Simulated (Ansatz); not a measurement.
**ZnS and the effect of the functional**

```
CELL_PARAMETERS angstrom
3.82270 0.00000 0.00000
-1.91135 3.31056 0.00000
0.00000 0.00000 12.52000
ATOMIC_POSITIONS crystal
Zn 0.66667 0.33333 0.75000
Zn 0.33333 0.66667 0.25000
Zn 0.00000 0.00000 0.50000
Zn 0.00000 0.00000 0.00000
S 0.66667 0.33333 0.93750
S 0.33333 0.66667 0.43750
S 0.00000 0.00000 0.68750
S 0.00000 0.00000 0.18750
```

Kept alike: task band structure; k mesh 8 × 8 × 3; occupations fermi-dirac, width 0.05 eV; no spin polarisation. Program: Ansatz, all-electron LAPW, scalar-relativistic. The mesh is that of the run's cell of 8 atoms. No spin-orbit coupling.

| functional | band gap (eV) | pressure (GPa) |
| --- | --- | --- |
| LDA | 1.875 | -4.77 |
| PBE | 2.131 | 1.34 |
| PBEsol | 1.994 | -2.21 |

Pressure is positive in compression. Gaps are the smaller of the mesh's and the band path's.

The band gap runs from 1.875 (LDA) to 2.131 eV (PBE). From PBE: LDA -0.256; PBEsol -0.137. The pressure runs from -4.77 (LDA) to 1.34 GPa (PBE). From PBE: LDA -6.11; PBEsol -3.55. A positive pressure means that the functional's own cell is larger than the one given, a negative one that it is smaller.
